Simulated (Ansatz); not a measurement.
**Ionic part of the dielectric constant of MgO at 7 GPa, mode by mode**

Computed with Ansatz, DFT LDA, scalar-relativistic, plane waves, PAW. Cutoff 420 eV, 10×10×10 k-points (Γ-centred), fixed occupations. No spin polarisation. Phonons by linear response, acoustic sum rule imposed.

Symmetry: Fm-3m, No. 225, cubic system. Conventional cell: a = 4.107 Å, b = 4.107 Å, c = 4.107 Å, α = 90.00°, β = 90.00°, γ = 90.00°. Around Mg (site symmetry m-3m) lie 6 O at 2.05 Å. O (site symmetry m-3m) is surrounded by 6 Mg at 2.05 Å.

The primitive cell has V = 17.32 Å³ and ε∞,zz = 3.145. Each polar mode adds Δε = (4.92064×10⁷/V)·S/ν² along z, with S its oscillator strength in e²/amu, ν in cm⁻¹ and V in Å³.

Task: From these modes, find each Δε and ε0,zz.
```csv
ν (cm⁻¹),S_zz (e²/amu)
444.6,0.3946
```

Result:
```json
{"ν (cm⁻¹)": "444.6", "Δε": "5.67"}
```

The sum is 5.670, so ε0,zz = 8.81; the run's tensor has 8.81.

Task: Where do the longitudinal modes lie for a wave vector along z?

Result: At 744 cm⁻¹. The Lyddane–Sachs–Teller product Π(ν_LO/ν_TO)² = 2.80 matches ε0/ε∞ = 2.80.

Cost: 1 run of about 0.06 core-minutes, on AMD EPYC 9R45 (Zen 5) (shared hosts).

Lattice polarisation dominates the static response of MgO here: the ionic term of 5.67 exceeds the whole electronic constant of 3.145. All of it comes from the one transverse optical mode, in which the Mg and O sublattices move against each other. Its oscillator strength, taken with the reduced mass of the pair, implies Born charges close to the nominal divalent ones, as expected for a strongly ionic oxide with little dynamical charge transfer. The same charges set up the macroscopic field that lifts the longitudinal mode to 744 cm⁻¹, while the wide gap keeps electronic screening of that field weak.

With a single polar mode, the Lyddane–Sachs–Teller agreement follows from the same charges, frequency and electronic screening, so it confirms internal consistency rather than accuracy. Because Δε varies as the inverse square of the transverse frequency, a modest error in the lattice constant or the short-range repulsion would carry over, amplified, into ε0. One pressure alone doesn't show how far compression, which normally stiffens this mode, has reduced the ionic term.
